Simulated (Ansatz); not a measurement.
**KBr: levels along high-symmetry lines**

```yaml
crystal:
  lattice:
    - [5.67191, 0.00000, 0.00000]
    - [-2.83595, 4.91202, 0.00000]
    - [0.00000, 0.00000, 6.64448]
  atoms:
    - { symbol: K, position: [0.33333, 0.66667, 0.93800] }
    - { symbol: K, position: [0.66667, 0.33333, 0.43800] }
    - { symbol: Br, position: [0.33333, 0.66667, 0.43800] }
    - { symbol: Br, position: [0.66667, 0.33333, 0.93800] }
```

Atoms are numbered in the order listed.

The cell was built from the wurtzite type and relaxed in the same program, and has space group P6_3/mmc; it needn't be a known or the stable phase. The relaxation left the symmetry of that type.

All numbers below come from DFT, PBE, all-electron LAPW, scalar-relativistic in Ansatz 0.2.0.

Settings: a Γ-centred 10×10×6 k mesh, Fermi–Dirac smearing of 0.05 eV, basis error target 1 meV/atom, no spin polarisation.

Points in fractions of the reciprocal vectors of this cell: Γ (0, 0, 0), M (0.5, 0, 0), K (0.333, 0.333, 0), A (0, 0, 0.5), L (0.5, 0, 0.5), H (0.333, 0.333, 0.5). The path joins them by straight lines in the order Γ–M–K–Γ–A–L–H–A–L; legs that retrace an earlier one aren't tabulated. Energies are in eV from the top of the valence band.

Metal or insulator at this level of theory?

An insulator or semiconductor: gap 4.14 eV, direct at Γ.

Tabulate bands 32 to 37, counted from the lowest band of the run, along the path.


```
k (1/Å)  point  band 32  band 33  band 34  band 35  band 36  band 37
   0.00      Γ    -0.26    -0.26     0.00     4.14     6.96     7.43
   0.09           -0.28    -0.25    -0.01     4.21     7.02     7.38
   0.18           -0.31    -0.23    -0.03     4.40     7.19     7.28
   0.27           -0.35    -0.21    -0.07     4.70     7.15     7.18
   0.37           -0.39    -0.18    -0.12     5.07     6.88     6.99
   0.46           -0.41    -0.17    -0.16     5.46     6.60     6.82
   0.55           -0.43    -0.22    -0.14     5.81     6.40     6.72
   0.64      M    -0.43    -0.24    -0.14     5.99     6.30     6.68
   0.69           -0.44    -0.24    -0.14     5.98     6.32     6.59
   0.75           -0.44    -0.25    -0.14     5.96     6.37     6.46
   0.80           -0.42    -0.26    -0.14     5.94     6.35     6.45
   0.85           -0.41    -0.27    -0.14     5.91     6.26     6.57
   0.90           -0.39    -0.29    -0.14     5.88     6.19     6.70
   0.96           -0.37    -0.32    -0.14     5.87     6.16     6.86
   1.01      K    -0.34    -0.34    -0.14     5.87     6.14     7.04
   1.11           -0.40    -0.28    -0.14     5.87     6.19     6.68
   1.22           -0.42    -0.22    -0.15     5.72     6.34     6.51
   1.33           -0.39    -0.17    -0.15     5.31     6.58     6.69
   1.43           -0.36    -0.20    -0.09     4.86     6.87     7.05
   1.54           -0.32    -0.23    -0.04     4.48     7.16     7.27
   1.64           -0.28    -0.25    -0.01     4.23     7.04     7.36
   1.75      Γ    -0.26    -0.26     0.00     4.14     6.96     7.43
   1.81           -0.27    -0.27    -0.03     4.18     6.90     7.45
   1.88           -0.27    -0.27    -0.10     4.28     6.74     7.52
   1.95           -0.29    -0.29    -0.20     4.44     6.51     7.64
   2.02           -0.31    -0.31    -0.31     4.64     6.24     7.79
   2.09           -0.41    -0.33    -0.33     4.87     5.96     7.97
   2.15           -0.39    -0.35    -0.35     5.12     5.67     8.15
   2.22      A    -0.37    -0.37    -0.37     5.39     5.39     8.34
   2.31           -0.37    -0.36    -0.36     5.44     5.44     8.25
   2.40           -0.36    -0.33    -0.33     5.57     5.57     8.04
   2.49           -0.35    -0.30    -0.30     5.77     5.77     7.81
   2.59           -0.35    -0.28    -0.28     5.98     5.98     7.65
   2.68           -0.34    -0.26    -0.26     6.14     6.14     7.61
   2.77           -0.33    -0.26    -0.26     6.21     6.21     7.67
   2.86      L    -0.33    -0.25    -0.25     6.23     6.23     7.73
   2.91           -0.33    -0.25    -0.25     6.24     6.24     7.70
   2.97           -0.35    -0.24    -0.24     6.25     6.25     7.64
   3.02           -0.36    -0.23    -0.23     6.26     6.26     7.57
   3.07           -0.37    -0.22    -0.22     6.27     6.27     7.53
   3.12           -0.39    -0.22    -0.22     6.28     6.28     7.50
   3.18           -0.39    -0.21    -0.21     6.29     6.29     7.49
   3.23      H    -0.39    -0.21    -0.21     6.29     6.29     7.49
   3.33           -0.39    -0.22    -0.22     6.28     6.28     7.48
   3.44           -0.37    -0.23    -0.23     6.24     6.24     7.45
   3.55           -0.36    -0.25    -0.25     6.10     6.10     7.49
   3.65           -0.36    -0.29    -0.29     5.87     5.87     7.68
   3.76           -0.36    -0.32    -0.32     5.63     5.63     7.95
   3.86           -0.37    -0.35    -0.35     5.45     5.45     8.22
   3.97      A    -0.37    -0.37    -0.37     5.39     5.39     8.34
```
